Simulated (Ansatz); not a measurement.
NbAs:

```xyz
4
Lattice="-1.7259 1.7259 5.8400 1.7259 -1.7259 5.8400 1.7259 1.7259 -5.8400" Properties=species:S:1:pos:R:3 pbc="T T T"
Nb    0.0000    1.7259    0.0000
Nb    0.0000    0.0000    8.7600
As    0.0000    1.7259    4.8589
As    0.0000    0.0000    1.9389
```

Base run:

```yaml
Program: Ansatz 0.2.0
Functional: PBEsol
Potentials_or_basis: all-electron LAPW, scalar-relativistic
Cutoff: 247 eV (chosen from the basis error)
Basis_error_allowed: 0.002 eV/atom
k_mesh: 11 × 11 × 11
Occupations: fermi-dirac, width 0.05 eV
Spin: no spin polarisation
Hubbard_terms: Nb d U = 2 eV
```

Its results: band gap on the k mesh none (metal or under the smearing width); pressure -1.7 GPa; largest force 0.284 eV/Å.

Problem. The run is repeated on the same cell with these changes: hubbard terms from Nb d U = 2 eV to Nb d U = 6 eV. What comes out?

Solution. Band gap on the k mesh none (metal or under the smearing width); pressure 2.3 GPa; largest force 0.060 eV/Å.

Caveats: U is the effective U less J, on atomic orbitals that reach past the spheres; U without spin polarisation on a metal has little footing; the U is typed as a test and isn't derived for this compound; the density of states is complete only up to the lowest level of the last band computed.
